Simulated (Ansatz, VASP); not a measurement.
# One calculation of V, two programs

The input POSCAR:

```
V
1.0
   -1.4917693513      1.4917693513      1.4917693513
    1.4917693513     -1.4917693513      1.4917693513
    1.4917693513      1.4917693513     -1.4917693513
V
1
Direct
    0.0000000000      0.0000000000      0.0000000000
```

File INCAR.step1:

```
ALGO     = Normal         # electronic algorithm
EDIFF    = 1E-4           # SCF threshold, eV
ENCUT    = 520            # plane-wave cutoff, eV
GGA      = PE             # functional
ISMEAR   = -1             # smearing method
LASPH    = T              # aspherical terms in the spheres
LCHARG   = F              # write CHGCAR
LREAL    = F              # projectors in reciprocal space
LWAVE    = T              # write WAVECAR
NBANDS   = 12             # bands
NELM     = 80             # most SCF steps
PREC     = Accurate       # precision mode
SIGMA    = 0.6            # smearing width, eV
```

File INCAR.step2:

```
ALGO     = Normal         # electronic algorithm
EDIFF    = 1E-6           # SCF threshold, eV
ENCUT    = 520            # plane-wave cutoff, eV
ISIF     = 2              # what is computed and relaxed
ISMEAR   = -1             # smearing method
ISTART   = 1            
LASPH    = T              # aspherical terms in the spheres
LCHARG   = T              # write CHGCAR
LELF     = T              # ELF
LMIXTAU  = T            
LREAL    = F              # projectors in reciprocal space
LVHAR    = T            
LWAVE    = F              # write WAVECAR
METAGGA  = R2SCAN         # meta-GGA
NBANDS   = 12             # bands
NELM     = 80             # most SCF steps
PREC     = Accurate       # precision mode
SIGMA    = 0.6            # smearing width, eV
```

Contents of KPOINTS:

```
k-points
0
Gamma
  15 15 15
```

Input for Ansatz:

```yaml
crystal:
  lattice:
    - [-1.4917693513, 1.4917693513, 1.4917693513]
    - [1.4917693513, -1.4917693513, 1.4917693513]
    - [1.4917693513, 1.4917693513, -1.4917693513]
  atoms:
    - { symbol: V, position: [0.0, 0.0, 0.0] }
hamiltonian:
  xc: r2scan
  pseudopotentials:
    kind: paw
    azcp:
      V: "pseudopotentials/V.paw.azcp"
basis:
  ecutwfc: 500
  fft_grid_basis: typed
kpoints:
  mp_grid: { grid: [15, 15, 15], shift: [0, 0, 0] }
magnetization:
  spin_polarized: false
scf:
  occupations: { method: fermi_dirac, width: 0.6 }
  lower_state_search: "off"
output:
  stress: true
```

Alike in both runs: task single point; functional r2SCAN; k mesh 15 × 15 × 15; occupations fermi-dirac, width 0.6 eV; no spin polarisation.

|  | VASP | Ansatz |
| --- | --- | --- |
| version | VASP 6.6.1 | Ansatz 0.2.0 |
| potentials or method | VASP PAW PBE potentials, release 64 (V_sv) | plane waves (500 eV) with PAW, scalar-relativistic |
| plane-wave cutoff (eV) | 520 | 500 |
| valence electrons in the cell | 13 | 13 |

```csv
,VASP,Ansatz,Ansatz less VASP
pressure (GPa),10.5,9.8,-0.72
```

The functional is the same, so the differences come from potentials, cutoffs and numerics.

Caveats: the PAW data sets were made with another functional, which shifts forces and pressure a little (VASP).
